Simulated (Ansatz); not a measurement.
# Si3N4: checks on the settings of a gradient run

Aim: follow the field gradients at the nuclei of Si3N4 through further changes. The cell is a COD entry (perhaps calculated rather than measured). Its positions were relaxed in an earlier run. Planned: a check of xc with dr2_threshold.

A COD entry behind a cell of this session may itself be a prediction, so a difference from it is no test against experiment.

Method: DFT, PBE, plane-wave PAW, default files, scalar-relativistic, as far as a step names no other, in Ansatz 0.2.0.

1 further run of the same task is left out (it didn't finish).

## (1) The starting structure

It takes space group Fd-3m (No. 227, cubic). The conventional cell has a = 7.676 Å, b = 7.676 Å, c = 7.676 Å, α = 90.00°, β = 90.00°, γ = 90.00°. Si (site symmetry -3m) is surrounded by 6 N at 1.87 Å. Around Si (site symmetry -43m) lie 4 N at 1.76 Å. N (site symmetry 3m) has 4 Si at 1.76 to 1.87 Å as nearest neighbours.

Coordinates:

```
CELL_PARAMETERS angstrom
0.00000 3.83825 3.83825
3.83825 0.00000 3.83825
3.83825 3.83825 0.00000
ATOMIC_POSITIONS crystal
Si 0.12500 0.12500 0.12500
Si 0.62500 0.12500 0.12500
Si 0.12500 0.12500 0.62500
Si 0.12500 0.62500 0.12500
Si 0.50000 0.50000 0.50000
Si 0.75000 0.75000 0.75000
N 0.88222 0.88222 0.88222
N 0.89666 0.36778 0.36778
N 0.88222 0.88222 0.35334
N 0.36778 0.89666 0.36778
N 0.35334 0.88222 0.88222
N 0.36778 0.36778 0.36778
N 0.88222 0.35334 0.88222
N 0.36778 0.36778 0.89666
```

The earlier run gave: gap on the mesh 3.52 eV, largest force 0.000 eV/Å, pressure 14.1 GPa.

The printed gradients, by site:

| site | atoms | first shell | V_zz (10²¹ V/m²) | η | C_Q (MHz) |
| --- | --- | --- | --- | --- | --- |
| Si1 | 1, 2, 3, 4 | 6 N at 1.87 Å | 0.22 | 0.00 | – |
| Si5 | 5, 6 | 4 N at 1.76 Å | 0.00 | – | – |
| N | 7, 8, 9, 10, … | 4 Si at 1.76–1.87 Å | 2.79 | 0.00 | 1.38 (¹⁴N) |

Conventions: |V_zz| ≥ |V_yy| ≥ |V_xx|, η = (V_xx − V_yy)/V_zz, C_Q = eQV_zz/h. Quadrupole moments are those of Pyykkö's year-2017 table. A dash under C_Q marks elements without a common quadrupolar isotope.

## (2) Trying other settings (hamiltonian.xc = rpbe, scf.convergence.dr2_threshold = 1e-06)

input.yaml reads:

```yaml
crystal:
  lattice:
    - [0.0, 3.83825, 3.83825]
    - [3.83825, 0.0, 3.83825]
    - [3.83825, 3.83825, 0.0]
  atoms:
    - { symbol: Si, position: [0.125, 0.125, 0.125] }
    - { symbol: Si, position: [0.625, 0.125, 0.125] }
    - { symbol: Si, position: [0.125, 0.125, 0.625] }
    - { symbol: Si, position: [0.125, 0.625, 0.125] }
    - { symbol: Si, position: [0.5, 0.5, 0.5] }
    - { symbol: Si, position: [0.75, 0.75, 0.75] }
    - { symbol: "N", position: [0.8822201173, 0.8822201173, 0.8822201173] }
    - { symbol: "N", position: [0.8966603519, 0.3677798827, 0.3677798827] }
    - { symbol: "N", position: [0.8822201173, 0.8822201173, 0.3533396481] }
    - { symbol: "N", position: [0.3677798827, 0.8966603519, 0.3677798827] }
    - { symbol: "N", position: [0.3533396481, 0.8822201173, 0.8822201173] }
    - { symbol: "N", position: [0.3677798827, 0.3677798827, 0.3677798827] }
    - { symbol: "N", position: [0.8822201173, 0.3533396481, 0.8822201173] }
    - { symbol: "N", position: [0.3677798827, 0.3677798827, 0.8966603519] }
kpoints:
  mp_grid: { grid: [6, 6, 6] }
scf:
  occupations: { method: fermi_dirac, width: 0.02 }
  convergence: { dr2_threshold: 1.0e-06 }
hamiltonian:
  xc: rpbe
  pseudopotentials: { kind: paw }
output:
  forces: true
  stress: true
  populations: true
  efg:
    quadrupole_moments_barn: { "N": 0.02044 }
    contact_densities: true
```

On the command line:

```
> ansatz run input.yaml --threads 1 --pin off --max-ram 2560MiB --backend cpu --events-out ev --progress --plain --runs-dir out
```

The program printed:

```text
Warning: scf.convergence.dr2_threshold = 1e-6 eV is looser than this run's default, which is 1e-7 eV or tighter. The error in the forces grows as the threshold's square root, so leave the key out unless less accurate forces are enough
Warning: output.stress: scf.convergence.dr2_threshold = 1e-6 eV is looser than the 1.4e-9 eV advised for a printed stress (1e-10 eV for each atom of the cell: 14). What an SCF threshold leaves in a stress goes as its square root, and in the free energy as the threshold itself, and one threshold admits the most on a small cell: of the crystals measured, under no hybrid functional and no lock of the moments, on runs that ended without the residual-converged pass, on stresses that held no estimate of that error, the worst erred by over 100 MPa in a component at 1e-7 eV an atom and by under 5 at 1e-10. Set scf.convergence.dr2_threshold to 1.4e-9 eV or tighter. The threshold is an SCF's pass mark: one that does not reach it within its budget of iterations ends unconverged, or closes short of it on a stop that the run arms, and scf.convergence.dr2_threshold's page says what that costs each kind of run
Warning: RAYON_NUM_THREADS=1 ignored (pool sized by the plan → 1); use --threads N
Engine: ansatz 0.2.0, x86_64-unknown-linux-gnu
Pseudopotentials: kind: paw
Pseudopotential: Si, paw, valence charge 4, recommended cutoff 420 eV (normal), Si.paw.azcp
Pseudopotential: N, paw, valence charge 5, recommended cutoff 420 eV (normal), N.paw.azcp
Functional definition: RPBE
  parameter kappa = 0.804
  parameter beta = 0.06672455060314922
  exchange = rpbe_x(kappa = kappa, mu = beta*pi^2/3)
  correlation = pbe_c(beta = beta)
Crystal: 14 atoms, lattice volume = 113.091 Å³
Basis set: ecut = 420 eV, 2229 PW (Γ), exchange–correlation on 80×80×80 points (8 copies of the dense FFT grid, shifted against one another)
Bands: 46, of which v1, the nominal top of the filled ones, is band 32 counted from 1 (31 counted from 0)
Symmetry: 48 space group operations
Space group: Fd-3m (ITA 227), of the structure as read, at distance tolerance 4.8e-5 Å
k-points: 16 of 216
Non-local potential: Si, projectors of the file, l = 0: 2, l = 1: 2, l = 2: 2
Non-local potential: N, projectors of the file, l = 0: 2, l = 1: 2, l = 2: 1
PAW form: soft (Blöchl's): semilocal exchange-correlation on the pseudo side does not see the compensation charge
PAW frozen core: Si, regenerated for the run's functional, and the local potential with it (the file was generated under x = pbe(κ = 0.804, μ = 0.2195149727645171), c = pbe(β = 0.06672455060314922))
PAW frozen core: N, regenerated for the run's functional, and the local potential with it (the file was generated under x = pbe(κ = 0.804, μ = 0.2195149727645171), c = pbe(β = 0.06672455060314922))
PAW one-centre angular grid: Si, 110 points (default); XC on 64 Gauss nodes
PAW one-centre angular grid: N, 110 points (default); XC on 64 Gauss nodes
Initial density: superposition of atomic densities (neutral atoms: chi_scale 0, normalization atom), corrected by the library's trained network
Initial wavefunctions: pseudopotential atomic-orbital guess
Functional: x = rpbe, c = pbe(β = 0.06672455060314922)
SCF iter   1: F=—  HF=-6929.130176 eV  |F-HF|=—  |Δ(HF+E_count)|=         —  Δρ=4.35e-3  dr2=3.04e-2  ethr=1.77e-3  ⟨swp⟩=10.3  Hψ=4275  notcnv=0  defer=12
preconditioner: auto → Resta (q_TF=auto, 2.481 Å⁻¹)  ε∞=4.3  [insulator: Δε(μ)=3.594 eV  Ē_g=15.428 eV  σ=0.020 eV  W_gap=1.00  n_scr=26 (ndim 8)  ℏωp=27.9 eV  f_vac=0.000  D(μ)=0.00/eV (n_scr^D=0)  ε∞_Penn≈4.3]
SCF iter   2: F=—  HF=-6929.121418 eV  |F-HF|=—  |Δ(HF+E_count)|=   8.76e-3  Δρ=1.89e-3  dr2=5.40e-3  ethr=4.76e-5  ⟨swp⟩=2.9  Hψ=1262  notcnv=0  defer=144
SCF iter   3: F=—  HF=-6929.121632 eV  |F-HF|=—  |Δ(HF+E_count)|=   2.14e-4  Δρ=4.77e-4  dr2=1.39e-4  ethr=8.43e-6  ⟨swp⟩=2.0  Hψ=1052  notcnv=0  defer=144
SCF iter   4: F=—  HF=-6929.121711 eV  |F-HF|=—  |Δ(HF+E_count)|=   7.86e-5  Δρ=1.45e-4  dr2=1.87e-5  ethr=2.17e-7  ⟨swp⟩=2.6  Hψ=1179  notcnv=0  defer=144
iter 5 did not close the SCF: its close was put off for the readings that it lacked (scf_convergence_deferred on its scf_iter line)
SCF iter   5: F=-6929.121736 eV  HF=-6929.121735 eV  |F-HF|=6.63e-7  |Δ(HF+E_count)|=   2.46e-5  Δρ=2.70e-5  dr2=7.33e-7  ethr=2.92e-8  ⟨swp⟩=2.0  Hψ=1100  notcnv=0  defer=144
SCF iter   6: F=-6929.121736 eV  HF=-6929.121736 eV  |F-HF|=1.19e-8  |Δ(HF+E_count)|=   8.35e-7  Δρ=6.26e-6  dr2=2.98e-8  ethr=1.14e-9  ⟨swp⟩=11.3  Hψ=3952  notcnv=0
SCF 1 converged in 6 iterations: F = -6929.121736 eV  dr2 = 2.98e-8
SCF converged after 6 iterations
Free energy (F): -6929.121736 eV
Harris-Foulkes:  -6929.121736 eV  (|F-HF|=1.19e-8)
Internal energy: -6929.121736 eV  (E = F + TS)
E sigma→0 (E₀):  -6929.121736 eV
Fermi energy:    13.564614 eV
--- Per-component energies (eV) ---
  E_band       = 309.618198
  E_kinetic    = 1380.137926
  E_local      = -1439.478041  (includes V_loc(G=0)·N_el)
  E_nonlocal   = 496.220433
  E_hartree    = 483.752442
  E_xc         = -838.737751
  E_vxc        = -926.653794  (∫ρ·V_xc dr)
  E_paw        = -4127.536162  (= ΣΔE_a)
  E_vpaw       = -168.109183  (= ΣTr[D̂ρ^β])
  E_aug_tail   = 0.000872  (compensation charges beyond the density's cutoff)
  E_ewald      = -2883.191232
  E_core_change = -0.290225  (= ΣΔE_core)
  E_smearing   = -0.000000  (= −TS)
  E_closure    = -0.000000  (closes the sum)
  Σ components = -6929.121736   (vs F -6929.121736, Δ=0.00e0)
--- Forces (eV/Å), atoms counted from 1 ---
  atom   1  Si     0.00000000     0.00000000    -0.00000000
  atom   2  Si     0.00000000    -0.00000000    -0.00000000
  atom   3  Si     0.00000000    -0.00000000    -0.00000000
  atom   4  Si     0.00000000    -0.00000000     0.00000000
  atom   5  Si    -0.00000000     0.00000000    -0.00000000
  atom   6  Si     0.00000000    -0.00000000    -0.00000000
  atom   7  N     -0.02330161    -0.02330161    -0.02330161
  atom   8  N      0.02330161    -0.02330161    -0.02330161
  atom   9  N      0.02330161     0.02330161    -0.02330161
  atom  10  N     -0.02330161     0.02330161    -0.02330161
  atom  11  N     -0.02330161     0.02330161     0.02330161
  atom  12  N      0.02330161     0.02330161     0.02330161
  atom  13  N      0.02330161    -0.02330161     0.02330161
  atom  14  N     -0.02330161    -0.02330161     0.02330161
  max |Σ_I F_I| component: 8.67e-17 eV/Å
--- Stress (GPa, compression-positive) ---
       18.841562      -0.000000      -0.000000
       -0.000000      18.841562       0.000000
        0.000000       0.000000      18.841562
  P = ⅓ Tr σ = 18.8416 GPa (188.416 kbar)
--- PAW observables at the nuclei: V_zz in 10²¹ V/m², potentials from the cell's mean, atoms counted from 1 ---
  atom   1  Si V_zz =    +0.226075   η = 0.0000   by run symmetry: allowed
            electrostatic potential = -1363.559807 V   contact ρ = 12815.001608 e/Å³
  atom   2  Si V_zz =    +0.226075   η = 0.0000   by run symmetry: allowed
            electrostatic potential = -1363.559807 V   contact ρ = 12815.001608 e/Å³
  atom   3  Si V_zz =    +0.226075   η = 0.0000   by run symmetry: allowed
            electrostatic potential = -1363.559807 V   contact ρ = 12815.001608 e/Å³
  atom   4  Si V_zz =    +0.226075   η = 0.0000   by run symmetry: allowed
            electrostatic potential = -1363.559807 V   contact ρ = 12815.001608 e/Å³
  atom   5  Si V_zz =    -0.000000   η = 0.0000   by run symmetry: forbidden
            electrostatic potential = -1363.759392 V   contact ρ = 12818.359276 e/Å³
  atom   6  Si V_zz =    -0.000000   η = 0.0000   by run symmetry: forbidden
            electrostatic potential = -1363.759392 V   contact ρ = 12818.359276 e/Å³
  atom   7  N  V_zz =    +2.804317   η = 0.0000   by run symmetry: allowed   C_q = +1.3860 MHz
            electrostatic potential = -520.368411 V   contact ρ = 1415.585100 e/Å³
  atom   8  N  V_zz =    +2.804317   η = 0.0000   by run symmetry: allowed   C_q = +1.3860 MHz
            electrostatic potential = -520.368411 V   contact ρ = 1415.585100 e/Å³
  atom   9  N  V_zz =    +2.804317   η = 0.0000   by run symmetry: allowed   C_q = +1.3860 MHz
            electrostatic potential = -520.368411 V   contact ρ = 1415.585100 e/Å³
  atom  10  N  V_zz =    +2.804317   η = 0.0000   by run symmetry: allowed   C_q = +1.3860 MHz
            electrostatic potential = -520.368411 V   contact ρ = 1415.585100 e/Å³
  atom  11  N  V_zz =    +2.804317   η = 0.0000   by run symmetry: allowed   C_q = +1.3860 MHz
            electrostatic potential = -520.368411 V   contact ρ = 1415.585100 e/Å³
  atom  12  N  V_zz =    +2.804317   η = 0.0000   by run symmetry: allowed   C_q = +1.3860 MHz
            electrostatic potential = -520.368411 V   contact ρ = 1415.585100 e/Å³
  atom  13  N  V_zz =    +2.804317   η = 0.0000   by run symmetry: allowed   C_q = +1.3860 MHz
            electrostatic potential = -520.368411 V   contact ρ = 1415.585100 e/Å³
  atom  14  N  V_zz =    +2.804317   η = 0.0000   by run symmetry: allowed   C_q = +1.3860 MHz
            electrostatic potential = -520.368411 V   contact ρ = 1415.585100 e/Å³
--- Band table (eV; the first three rows and the last of 16) ---
  k-point 0: bands = ["-7.4822", "-4.0645", "-3.1226", "-3.1226", "-3.1226", "-2.0976", "-2.0976", "-2.0976", "1.0367", "2.0864", "2.6320", "2.6320", "2.6320", "4.2765", "4.2765", "7.4552", "7.4552", "7.4552", "9.3394", "9.3394", "9.3394", "9.8147", "9.8147", "9.8147", "10.9105", "10.9105", "11.5582", "11.5582", "11.5582", "11.7289", "11.7289", "11.7289", "15.3450", "15.3450", "15.3450", "16.9604", "18.3125", "19.1048", "19.2483", "19.2483", "19.8875", "19.8875", "19.8875", "21.7225", "21.7225", "21.7225"]
  k-point 1: bands = ["-7.3292", "-4.2532", "-3.4578", "-3.0946", "-3.0946", "-2.2147", "-2.2100", "-2.2100", "1.4153", "2.3972", "2.8420", "2.8420", "3.2497", "4.5494", "4.5494", "6.9577", "7.3826", "7.3826", "8.9345", "8.9345", "9.2528", "9.4277", "9.7104", "9.7104", "10.6476", "10.6476", "10.9890", "11.3216", "11.3216", "11.4133", "11.6776", "11.6776", "15.7459", "15.8541", "15.8541", "17.4728", "18.6892", "19.5511", "19.7323", "19.7323", "20.2024", "20.3205", "20.3205", "21.2371", "21.9829", "21.9829"]
  k-point 2: bands = ["-6.8945", "-5.0199", "-3.6318", "-3.0014", "-3.0014", "-2.5080", "-2.4631", "-2.4631", "2.1704", "3.1110", "3.4182", "3.4182", "4.6694", "4.9955", "4.9955", "6.1505", "7.1465", "7.1465", "7.9853", "8.5451", "8.5451", "9.2086", "9.2086", "9.3260", "9.6496", "9.9247", "9.9247", "11.0804", "11.2051", "11.2051", "11.5253", "11.5253", "16.4657", "16.8941", "16.8941", "18.6567", "18.9256", "19.7693", "19.7693", "20.2107", "20.9202", "21.3120", "21.3857", "21.3857", "22.2576", "22.2576"]
  k-point 15: bands = ["-5.7121", "-5.7121", "-4.3702", "-4.3702", "-2.8240", "-2.8240", "-2.0755", "-2.0755", "3.8307", "3.8307", "4.4897", "4.4897", "5.4735", "5.4735", "6.1001", "6.1001", "6.3938", "6.3938", "7.3071", "7.3071", "7.9466", "7.9466", "8.2745", "8.2745", "9.5881", "9.5881", "9.9447", "9.9447", "10.5080", "10.5080", "11.0936", "11.0936", "18.6679", "18.6679", "19.1113", "19.1113", "20.1545", "20.1545", "21.0449", "21.0449", "21.7705", "21.7705", "21.9719", "21.9719", "22.9327", "22.9327"]
--- Löwdin populations: 14 sites ---
  site symbol       q [e]
     0     Si      2.6463
     1     Si      2.6463
     2     Si      2.6463
     3     Si      2.6463
     4     Si      2.5981
     5     Si      2.5981
     6      N      5.9212
     7      N      5.9212
     8      N      5.9212
     9      N      5.9212
    10      N      5.9212
    11      N      5.9212
    12      N      5.9212
    13      N      5.9212
  spilling = 0.013267 (of n_electrons = 64.000000)
```

Run time: 4.3 s. Hardware: 1 thread of Intel Xeon 6975P-C (Granite Rapids), shared host; peak memory 0.46 GiB.

The run ends with gap on the mesh 3.59 eV, largest force 0.040 eV/Å, pressure 18.8 GPa.

Against step 1 (V_zz in 10²¹ V/m²):

| site | atoms | V_zz, PBE relaxed | V_zz, new settings | η, PBE relaxed | η, new settings |
| --- | --- | --- | --- | --- | --- |
| Si1 | 1, 2, 3, … | 0.22 | 0.23 | 0.00 | 0.00 |
| Si5 | 5, 6 | 0.00 | 0.00 | – | – |
| N | 7, 8, 9, … | 2.79 | 2.80 | 0.00 | 0.00 |

The sizes of the gradients above 0.15 moved by 2.2 % at Si1 (0.22 to 0.23).

## (3) Summary of results

| quantity | value |
| --- | --- |
| state (step 1) | gap on the mesh 3.52 eV, largest force 0.000 eV/Å, pressure 14.1 GPa |
| V_zz by site, step 1 (10²¹ V/m²) | Si1 0.22, Si5 0.00, N 2.79 |
| largest C_Q in size, step 1 | 1.38 MHz, ¹⁴N at N |
| step 2 (hamiltonian.xc = rpbe, scf.convergence.dr2_threshold = 1e-06) against step 1 | 2.2 % at Si1 (0.22 to 0.23) |

What this shows: Site N (4 Si at 1.76–1.87 Å) carries the largest gradient. At Si5 the site symmetry forces it to zero. At this cell the PBE pressure is 14 GPa, so with PBE the cell would grow if it were relaxed.

These are semilocal Kohn-Sham gaps, which aren't the measured quantity. Such gaps usually fall short of the measured ones.
